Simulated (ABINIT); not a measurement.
Runs of ABINIT 10.8.3 (patched build) on HfO2. It takes space group P4_2/nmc (No. 137, tetragonal). The conventional cell has a = 3.558 Å, b = 3.558 Å, c = 5.172 Å, α = 90.00°, β = 90.00°, γ = 90.00°. Hf (site symmetry -4m2) is surrounded by 4 O at 2.05 Å. Around O (site symmetry 2mm) lie 2 Hf at 2.05 Å. Measurements of this composition are mostly on another form, of space group No. 14.

```tsv
task	potentials or basis	k mesh	cutoff (eV)	smearing	bands in the sums	broadening (eV)	scissor shift (eV)	tensor components	fine-grid cutoff	gap on the mesh (eV)	pressure (GPa)	largest force (eV/Å)
optical spectrum	PseudoDojo NC SR LDA v0.4.1 standard	8 × 8 × 6, shifted	1143	fixed	32	0.2	0	[11, 33]	-	-	-10.6	0.09
single point	JTH PAW LDA v2.0	6 × 6 × 4	517	fermi-dirac 0.05 eV	-	-	-	-	1034.03 eV	(a)	-8.7	0.03
single point	PseudoDojo NC SR LDA v0.4.1 standard	6 × 6 × 4	1143	fermi-dirac 0.05 eV	-	-	-	-	-	4.60	-10.6	0.09
phonons	JTH PAW LDA v2.0	6 × 6 × 4, shifted	517	fixed	-	-	-	-	1034.03 eV	-	-8.7	0.03
```

Alike in all rows: level LDA; no spin polarisation; cell as given.

**Question.** Fill in the values left out.

**Answer.** (a) 4.55.

Caveats: spin-orbit coupling is left out, which moves the levels of the heavy elements (some runs); spectra need much finer meshes, so this one isn't converged (some runs); the cell is more than 3 GPa from zero pressure, which shifts response properties (some runs).

A k mesh can miss the band edges, and the runs leave out spin-orbit coupling on Hf.

Not every run made on this cell is shown here.
